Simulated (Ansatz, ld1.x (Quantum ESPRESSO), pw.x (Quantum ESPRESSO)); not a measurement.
# Equation-of-state test of one ultrasoft potential (rhenium (Re))

```
Element                 : rhenium
Generator               : ld1.x (Quantum ESPRESSO) 7.5
Type                    : ultrasoft
Functional              : PBE
Relativity              : scalar-relativistic
Frozen core             : [Xe] 4f14
Valence charge          : 7
Reference configuration : 5d5 6s2 6p0
Partial waves           : 6s (bound): rcut 2.10, rcutus 2.60 bohr; 6s channel at -0.1 Ry: rcut 2.10, rcutus 2.60 bohr; 6p (bound, empty): rcut 3.45, rcutus 4.25 bohr; 6p channel at 1.7 Ry: rcut 3.45, rcutus 4.25 bohr; 5d (bound): rcut 2.40, rcutus 2.60 bohr; 5d channel at 1.55 Ry: rcut 2.40, rcutus 2.60 bohr
Local potential         : all-electron potential smoothed inside 2.55 bohr (lloc = -1)
Core correction         : a·sin(br)/r model core inside 2.00 bohr
Augmentation charge     : PSQ, inside the norm-conserving radii
```

Atomic tests: cutoffs needed: 15 Ry and 25 Ry (the cutoffs (Ry, on a coarse ladder) from which the occupation-weighted sum of valence levels, in a spherical-Bessel basis at the reference potential, stays within 10 and 1 mRy of its value at 400 Ry); ghost test: no extra level below or beside the all-electron valence levels (s, p, d, f tested) (spherical-Bessel basis up to 400 Ry, 20 bohr box); configuration tests: 2 of 7 tests not solved or not reliable.

Crystal test: bcc Re in pw.x 7.5, no spin, 15³ k-points, Fermi–Dirac smearing 0.01 Ry, cutoffs 40/320 Ry. The reference is all-electron LAPW (Ansatz 0.2.0) with the same functional, mesh and smearing; V0 and B0 come from Birch–Murnaghan fits to the pressures at five volumes. Errors are pseudo minus all-electron; Δ is the rms difference of the E(V) curves that follow from these fits, minima aligned, over ±6 % about the mean V0. Mesh and smearing are coarse, so the numbers serve the comparison and aren't converged zero-temperature values; the lattice is a test structure that the element need not adopt.

| V (Å³/atom) | P all-electron (GPa) | P pseudo (GPa) |
| --- | --- | --- |
| 14.327 | 21.30 | 50.20 |
| 14.704 | 10.39 | 37.24 |
| 15.081 | 0.89 | 25.88 |
| 15.458 | -7.39 | 15.88 |
| 15.835 | -14.60 | 7.06 |

All-electron: a0 = 3.115 Å (V0 = 15.12 Å³/atom), B0 = 350.4 GPa.

Pseudopotential: mean pressure error (GPa): +25.14. The pressure does not cross zero within the volumes sampled, so no fit is given. The largest radius (4.25 bohr) exceeds half the bond length (2.55 bohr), so the spheres overlap, which is one possible source of error among others. This is a poor potential for the solid. Atomic configuration tests: 2 of 7 tests not solved or not reliable.

Problem. At the middle volume, how do free energy and pressure move when the wave cutoff is lowered (ecutrho held at 320 Ry)?

Solution.

```json
{"cutoff (Ry)": "18", "shift of F (meV/atom)": "+322.4", "shift of P (GPa)": "-1.38"}
{"cutoff (Ry)": "24", "shift of F (meV/atom)": "+30.6", "shift of P (GPa)": "-1.77"}
{"cutoff (Ry)": "32", "shift of F (meV/atom)": "+10.6", "shift of P (GPa)": "-0.11"}
```

The run at the middle volume (120 k-points, 7 iterations) took about 11 s on one core of a shared host (Neoverse-V1, 32 threads, 247 GiB, load 16).
